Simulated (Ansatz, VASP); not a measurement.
## Si in VASP and in Ansatz

```
Si
1.0
    -2.38938    2.38861    1.30931
     2.41597   -2.38861    1.35674
     2.38938    2.38861   -1.30931
Si
2
Cartesian
  2.4208 0.0000 0.6626
  0.0018 0.0000 1.3606
```

Alike in both runs: task single point; functional PBEsol; k mesh 16 × 16 × 16; occupations gaussian, width 0.1 eV; no spin polarisation.

```csv
,VASP,Ansatz
version,VASP 6.6.1,Ansatz 0.2.0
potentials or method,"VASP PAW PBE potentials, release 64 (Si)","scalar-relativistic, plane waves, PAW"
plane-wave cutoff (eV),520,420
valence electrons in the cell,8,8
```

|  | VASP | Ansatz | Ansatz less VASP |
| --- | --- | --- | --- |
| gap on the k mesh at the Fermi level (eV) | none | none | - |
| pressure (GPa) | -1.8 | -1.9 | -0.14 |
| largest component of the traceless stress (GPa) | 1.73 | 1.71 | -0.027 |
| rms of the force components (eV/Å) | 0.057 | 0.056 | -0.0002 |

Atom by atom the forces differ by 0.000 eV/Å (rms over components). A gap of «none» marks a metal or a gap that the smearing closes.

Caveats: the PAW data sets were made with another functional, which shifts forces and pressure a little (VASP).
